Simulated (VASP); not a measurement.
# Si (P6_3/mmc) in VASP: settings compared

One crystal, Si, is run at these levels: PBEsol, HSE06; tasks: single point.

Program: VASP 6.6.1. These are calculated values, not measurements. Logs are shortened: lines on timing, memory, paths and dates and some standing lists are left out, and cuts for length are marked.

## Step 1: The crystal as given

Symmetry: P6_3/mmc, No. 194, hexagonal system. The conventional cell has a = 3.832 Å, b = 3.832 Å, c = 6.341 Å, α = 90.00°, β = 90.00°, γ = 120.00°. Si (site symmetry 3m) is surrounded by 4 Si at 2.35 to 2.37 Å.

This isn't the form of Si at room conditions, which is diamond.

## Step 2: Single point, PBEsol

INCAR

```
PREC     = Accurate       # precision mode
ENCUT    = 520            # plane-wave cutoff, eV
EDIFF    = 1E-6           # SCF threshold, eV
ISMEAR   = 0              # smearing method
SIGMA    = 0.01           # smearing width, eV
LREAL    = F              # projectors in reciprocal space
LASPH    = T              # aspherical terms in the spheres
NELM     = 100            # most SCF steps
ALGO     = Fast           # electronic algorithm
ISIF     = 2              # what is computed and relaxed
LWAVE    = F              # write WAVECAR
LCHARG   = F              # write CHGCAR
GGA      = PS             # functional
NBANDS   = 16             # bands
```

KPOINTS

```
Automatic mesh
0
Gamma
  6 6 4
```

POSCAR

```
Si
1.0
    3.8321168108      0.0000000000      0.0000000000
   -1.9160584054      3.3187105084      0.0000000000
    0.0000000000      0.0000000000      6.3412386841
Si
4
Direct
    0.3333333333      0.6666666667      0.0630612447
    0.6666666667      0.3333333333      0.5630612447
    0.3333333333      0.6666666667      0.4369387553
    0.6666666667      0.3333333333      0.9369387553
```

Potentials or basis: VASP PAW PBE potentials, release 64 (Si).

Run with:

```bash
$ cat potpaw_PBE.64/Si/POTCAR > POTCAR
$ mpirun -np 1 vasp_std > vasp.out
```

OUTCAR:

```text
PREC = Accurate
   ENCUT = 520
   EDIFF = 1E-6
   ISMEAR = 0
   LREAL = F
   LASPH = T
   NELM = 100
   ISIF = 2
   GGA = PS

 ion  position               nearest neighbor table
   1  0.333  0.667  0.063-   4 2.35   4 2.35   4 2.35   3 2.37
   2  0.667  0.333  0.563-   3 2.35   3 2.35   3 2.35   4 2.37
   3  0.333  0.667  0.437-   2 2.35   2 2.35   2 2.35   1 2.37
   4  0.667  0.333  0.937-   1 2.35   1 2.35   1 2.35   2 2.37

  LATTYP: Found a hexagonal cell.
 ALAT       =     3.8321168108
 C/A-ratio  =     1.6547613231

  Lattice vectors:

 A1 = (   3.8321168108,   0.0000000000,   0.0000000000)
 A2 = (  -1.9160584054,   3.3187105084,   0.0000000000)
 A3 = (   0.0000000000,   0.0000000000,   6.3412386841)

Analysis of symmetry for initial positions (statically):
=====================================================================
 Subroutine PRICEL returns:
 Original cell was already a primitive cell.

 Routine SETGRP: Setting up the symmetry group for a
 hexagonal supercell.

 Subroutine GETGRP returns: Found 24 space group operations
 (whereof 12 operations were pure point group operations)
 out of a pool of 24 trial point group operations.

The static configuration has the point symmetry D_3d.
 The point group associated with its full space group is D_6h.

Analysis of symmetry for dynamics (positions and initial velocities):
=====================================================================
 Subroutine PRICEL returns:
 Original cell was already a primitive cell.

 Routine SETGRP: Setting up the symmetry group for a
 hexagonal supercell.

 Subroutine GETGRP returns: Found 24 space group operations
 (whereof 12 operations were pure point group operations)
 out of a pool of 24 trial point group operations.

The dynamic configuration has the point symmetry D_3d.
 The point group associated with its full space group is D_6h.

 Subroutine INISYM returns: Found 24 space group operations
 (whereof 12 operations are pure point group operations),
 and found     1 'primitive' translations

----------------------------------------------------------------------------------------

                                     Primitive cell

  volume of cell :      80.6459

  direct lattice vectors                    reciprocal lattice vectors
     3.832116811  0.000000000  0.000000000     0.260952379  0.150660927  0.000000000
    -1.916058405  3.318710508  0.000000000     0.000000000  0.301321853  0.000000000
     0.000000000  0.000000000  6.341238684     0.000000000  0.000000000  0.157697896

  length of vectors
     3.832116811  3.832116811  6.341238684     0.301321853  0.301321853  0.157697896

  position of ions in fractional coordinates (direct lattice)
     0.333333333  0.666666667  0.063061245
     0.666666667  0.333333333  0.563061245
     0.333333333  0.666666667  0.436938755
     0.666666667  0.333333333  0.936938755

  ion indices of the primitive-cell ions
   primitive index   ion index
                 1           1
                 2           2
                 3           3
                 4           4

----------------------------------------------------------------------------------------

 KPOINTS: Automatic mesh

Automatic generation of k-mesh.
 Grid dimensions read from file:
 generate k-points for:    6    6    4

 Generating k-lattice:

  Cartesian coordinates                     Fractional coordinates (reciprocal lattice)
     0.043492063  0.025110154  0.000000000     0.166666667  0.000000000  0.000000000
     0.000000000  0.050220309  0.000000000     0.000000000  0.166666667  0.000000000
     0.000000000  0.000000000  0.039424474     0.000000000  0.000000000  0.250000000

  Length of vectors
     0.050220309  0.050220309  0.039424474

  Shift w.r.t. Gamma in fractional coordinates (k-lattice)
     0.000000000  0.000000000  0.000000000

 Subroutine IBZKPT returns following result:
 ===========================================

 Found     21 irreducible k-points:

 Following reciprocal coordinates:
            Coordinates               Weight
  0.000000  0.000000  0.000000      1.000000
  0.166667  0.000000  0.000000      6.000000
  0.333333  0.000000  0.000000      6.000000
  0.500000  0.000000  0.000000      3.000000
  0.166667  0.166667  0.000000      6.000000
  0.333333  0.166667  0.000000     12.000000
[... 13 lines left out ...]
  0.333333  0.166667  0.500000     12.000000
  0.333333  0.333333  0.500000      2.000000
   k-points           NKPTS =     21   k-points in BZ     NKDIM =     21   number of bands    NBANDS=     16
   number of dos      NEDOS =    301   number of ions     NIONS =      4
   total plane-waves  NPLWV =  43200
   dimension x,y,z NGX =    30 NGY =   30 NGZ =   48
   dimension x,y,z NGXF=    60 NGYF=   60 NGZF=   96
   ions per type =               4
   NGX,Y,Z   is equivalent  to a cutoff of  13.01, 13.01, 12.58 a.u.
   NGXF,Y,Z  is equivalent  to a cutoff of  26.03, 26.03, 25.17 a.u.
 SYSTEM =  unknown system
   PREC   = accura    normal or accurate (medium, high low for compatibility)
   ISTART =      0    job   : 0-new  1-cont  2-samecut
   ICHARG =      2    charge: 1-file 2-atom 10-const
   ISPIN  =      1    spin polarized calculation?
   LNONCOLLINEAR =      F non collinear calculations
   LSORBIT =      F    spin-orbit coupling
   LASPH  =      T    aspherical Exc in radial PAW
   ENCUT  =  520.0 eV  38.22 Ry    6.18 a.u.   7.13  7.13 11.79*2*pi/ulx,y,z
   NELM   =    100;   NELMIN=  2; NELMDL= -5     # of ELM steps
   EDIFF  = 0.1E-05   stopping-criterion for ELM
   LREAL  =      F    real-space projection
   EDIFFG = 0.1E-04   stopping-criterion for IOM
   NSW    =      0    number of steps for IOM
   IBRION =     -1    ionic relax: 0-MD 1-quasi-New 2-CG
   NFREE  =      0    steps in history (QN), initial steepest desc. (CG)
   ISIF   =      2    stress and relaxation
   ISYM   =      2    0-nonsym 1-usesym 2-fastsym
   POTIM  = 0.5000    time-step for ionic-motion
   TEBEG  =    0.0;   TEEND  =   0.0 temperature during run
   PSTRESS=    0.0 pullay stress
   NELECT =      16.0000    total number of electrons
   NUPDOWN=      -1.0000    fix difference up-down
   EMIN   =  10.00;   EMAX   =-10.00  energy-range for DOS
   EFERMI =   0.00;   METHOD = LEGACY
   ISMEAR =     0;   SIGMA  =   0.01  broadening in eV -4-tet -1-fermi 0-gaus
   EFERMI_NEDOS =   21; number of points for ismear=-14 and -15
   IALGO  =     68    algorithm
   IMIX   =      4    mixing-type and parameters
     AMIX     =   0.40;   BMIX     =  1.00
     AMIX_MAG =   1.60;   BMIX_MAG =  1.00
  volume/ion in A,a.u.               =      20.16       136.06
  Fermi-wavevector in a.u.,A,eV,Ry     =   0.954818  1.804345 12.404133  0.911678
  Thomas-Fermi vector in A             =   2.083600
   LORBIT       =      0    0 simple, 1 ext, 2 COOP (PROOUT), +10 PAW based schemes
   GGA     = PS    functional components
   LHFCALC =     F    Hartree Fock is set to
   AEXX    =    0.0000 exact exchange contribution
   IVDW    =     0    specifies the selected vdW correction
   LEPSILON=     F    determine dielectric tensor
   LRPA    =     F    only Hartree local field effects (RPA)
 non-spin polarized calculation
 RMM-DIIS sequential band-by-band and
 Gauss-broadening in eV      SIGMA  =   0.01
  energy-cutoff  :      520.00
  volume of cell :       80.65
 maximum number of plane-waves:      2208
 NGX is ok and might be reduce to    30
   NGX = 15   NGY = 15   NGZ = 23

 number of electron      16.0000000 magnetization

 Free energy of the ion-electron system (eV)
  ---------------------------------------------------
  ext. energy  EPLUGINS =         0.00000000
  ---------------------------------------------------
  free energy    TOTEN  =       -22.92008502 eV

  energy without entropy =      -22.92008502  energy(sigma->0) =      -22.92008502

 E-fermi :   6.0940     XC(G=0):  -9.5191

 val. band max:        5.9848175738   @ k =   0.0000   0.0000   0.0000
 cond. band min:       6.2862266271   @ k =   0.5000   0.0000   0.0000
 fundamental gap:      0.3014090533
 Fermi energy:         6.0939902630

 k-point     1 :       0.0000    0.0000    0.0000
  band No.  band energies     occupation
      1      -6.2330      2.00000
      2      -3.9423      2.00000
      3      -1.2772      2.00000
      4       4.4621      2.00000
      5       4.4621      2.00000
      6       5.6202      2.00000
[... 8 lines left out ...]
     15      10.1034      0.00000
     16      11.8457      0.00000

 k-point     2 :       0.1667    0.0000    0.0000
  band No.  band energies     occupation
      1      -5.9105      2.00000
      2      -3.6132      2.00000
      3      -1.1234      2.00000
      4       2.5606      2.00000
      5       3.9083      2.00000
      6       4.1243      2.00000
[... 8 lines left out ...]
     15      11.2389      0.00000
     16      11.6411      0.00000

 k-point     3 :       0.3333    0.0000    0.0000
  band No.  band energies     occupation
      1      -4.9896      2.00000
      2      -2.6649      2.00000
      3      -1.3821      2.00000
      4       1.0233      2.00000
      5       1.5731      2.00000
      6       3.1859      2.00000
[... 8 lines left out ...]
     15      12.8635      0.00000
     16      13.0261      0.00000

 k-point     4 :       0.5000    0.0000    0.0000
  band No.  band energies     occupation
      1      -4.0359      2.00000
      2      -2.4738      2.00000
      3      -1.6518      2.00000
      4      -0.0126      2.00000
      5       1.2741      2.00000
      6       2.9123      2.00000
[... 8 lines left out ...]
     15      12.3504      0.00000
     16      13.9563      0.00000
[... 267 lines left out ...]
 k-point    19 :       0.1667    0.1667    0.5000
  band No.  band energies     occupation
      1      -4.5070      2.00000
      2      -4.5070      2.00000
      3       0.7474      2.00000
      4       0.7474      2.00000
      5       3.1560      2.00000
      6       3.1560      2.00000
[... 8 lines left out ...]
     15      11.4813      0.00000
     16      11.4813      0.00000

 k-point    20 :       0.3333    0.1667    0.5000
  band No.  band energies     occupation
      1      -3.4452      2.00000
      2      -3.4452      2.00000
      3      -0.8879      2.00000
      4      -0.8879      2.00000
      5       2.3441      2.00000
      6       2.3441      2.00000
[... 8 lines left out ...]
     15      12.6770      0.00000
     16      12.6770      0.00000

 k-point    21 :       0.3333    0.3333    0.5000
  band No.  band energies     occupation
      1      -2.7729      2.00000
      2      -2.7729      2.00000
      3      -1.4529      2.00000
      4      -1.4529      2.00000
      5       1.4456      2.00000
      6       1.4456      2.00000
[... 8 lines left out ...]
     15      12.1891      0.00000
     16      12.1891      0.00000

------------------------ aborting loop because EDIFF is reached ----------------------------------------

  FORCE on cell =-STRESS in cart. coord.  units (eV):
  Direction    XX          YY          ZZ          XY          YZ          ZX
  --------------------------------------------------------------------------------------
  -------------------------------------------------------------------------------------
  Total       -0.1561613     -0.1561613     -0.3623327     -0.0000000      0.0000000      0.0000000
  in kB       -3.1024286     -3.1024286     -7.1983988     -0.0000000      0.0000000      0.0000000
  external PRESSURE =      -4.4677520 kB  Pullay stress =       0.0000000 kB

 VOLUME and BASIS-vectors are now :
 -----------------------------------------------------------------------------
  energy-cutoff  :      520.00
  volume of cell :       80.65
      direct lattice vectors                 reciprocal lattice vectors
     3.832116811  0.000000000  0.000000000     0.260952379  0.150660927  0.000000000
    -1.916058405  3.318710508  0.000000000     0.000000000  0.301321853  0.000000000
     0.000000000  0.000000000  6.341238684     0.000000000  0.000000000  0.157697896

 POSITION                                       TOTAL-FORCE (eV/Angst)
 -----------------------------------------------------------------------------------
     -0.00000      2.21247      0.39989         0.000000     -0.000000     -0.013753
      1.91606      1.10624      3.57051        -0.000000      0.000000     -0.013753
     -0.00000      2.21247      2.77073         0.000000     -0.000000      0.013753
      1.91606      1.10624      5.94135        -0.000000      0.000000      0.013753
 -----------------------------------------------------------------------------------
    total drift:                               -0.000000      0.000000     -0.000000

  FREE ENERGIE OF THE ION-ELECTRON SYSTEM (eV)
  ---------------------------------------------------
  free  energy   TOTEN  =       -22.9200850234 eV

  energy  without entropy=      -22.9200850234  energy(sigma->0) =      -22.92008502
```

Wall time 11 s (1 thread of Intel Xeon 6975P-C (Granite Rapids), shared host); peak memory 0.19 GiB.

What came out:

* Free energy: -22.9201 eV
* Pressure: -0.4 GPa
* Largest force: 0.014 eV/Å
* Band gap on the k mesh: 0.30 eV, indirect (least direct gap 0.96 eV)

Forces in eV/Å, atoms in the order of the input:
```
Si   0.000  0.000 -0.014
Si   0.000  0.000 -0.014
Si   0.000  0.000  0.014
Si   0.000  0.000  0.014
```

Levels at points of the mesh, in eV from the valence-band top:
```tsv
k point	band 6	band 7	band 8	band 9	band 10	band 11
(0.00, 0.00, 0.00)	-0.36	0.00	0.00	0.96	1.95	1.95
(0.50, 0.00, 0.00)	-3.07	-3.04	-1.45	0.30	2.26	2.88
(0.00, 0.00, 0.50)	-0.93	-0.93	-0.93	1.74	1.74	2.92
(0.50, 0.00, 0.50)	-2.48	-2.44	-2.44	0.81	0.81	1.56
```

Caveat: the PAW data sets were made with another functional, which shifts forces and pressure a little. As with any semilocal functional, this PBEsol gap is likely too small.

## Step 3: Single point, HSE06

POSCAR is that of step 2.

INCAR.step1

```
  PREC = Accurate
  ENCUT = 520
  EDIFF = 1E-5
  ISMEAR = 0
  SIGMA = 0.01
  LREAL = False
  LASPH = True
  NELM = 100
  ALGO = Normal
  ISIF = 2
  LWAVE = True
  LCHARG = False
  GGA = PE
  NBANDS = 16
```

INCAR.step2

```
  PREC = Accurate
  ENCUT = 520
  EDIFF = 1E-7
  ISMEAR = 0
  SIGMA = 0.01
  LREAL = False
  LASPH = True
  NELM = 100
  ALGO = Normal
  ISIF = 2
  LWAVE = False
  LCHARG = False
  GGA = PE
  LHFCALC = True
  HFSCREEN = 0.2079
  PRECFOCK = Normal
  ISTART = 1
  NBANDS = 16
```

KPOINTS

```
regular mesh
0
Gamma
  6 6 2
```

Potentials or basis: VASP PAW PBE potentials, release 64 (Si).

Run with:

```bash
$ cat potpaw_PBE.64/Si/POTCAR > POTCAR
$ cp INCAR.step1 INCAR
$ mpirun -np 1 vasp_std > vasp.out
$ cp INCAR.step2 INCAR
$ mpirun -np 1 vasp_std > vasp.out
```

Wall time 6.3 min (1 thread of Intel Xeon 6975P-C (Granite Rapids), shared host); peak memory 0.3 GiB.

Results (log left out):

```yaml
Free_energy: -25.0541 eV
Pressure: -0.5 GPa
Largest_force: 0.048 eV/Å
Band_gap_on_the_k_mesh: 0.99 eV, indirect (least direct gap 1.70 eV)
```

Forces on the atoms (eV/Å):
```
Si   0.000  0.000 -0.048
Si   0.000  0.000 -0.048
Si   0.000  0.000  0.048
Si   0.000  0.000  0.048
```

Stress tensor (GPa, compression positive):
```
-0.39  0.00  0.00
 0.00 -0.39  0.00
 0.00  0.00 -0.80
```

Levels at points of the mesh, in eV from the valence-band top:
```csv
k point,band 6,band 7,band 8,band 9,band 10,band 11
"(0.00, 0.00, 0.00)",-0.38,0.00,0.00,1.70,2.72,2.72
"(0.50, 0.00, 0.00)",-3.34,-3.19,-1.58,0.99,3.08,3.64
"(0.00, 0.00, 0.50)",-1.00,-1.00,-1.00,2.53,2.53,3.76
"(0.50, 0.00, 0.50)",-2.67,-2.64,-2.64,1.52,1.52,2.30
```

Caveat: the k mesh is coarse (spacing up to 0.50 Å⁻¹), so the values aren't converged, least of all with exact exchange; the PAW data sets were made with another functional, which shifts forces and pressure a little. A k mesh can miss the band edges.
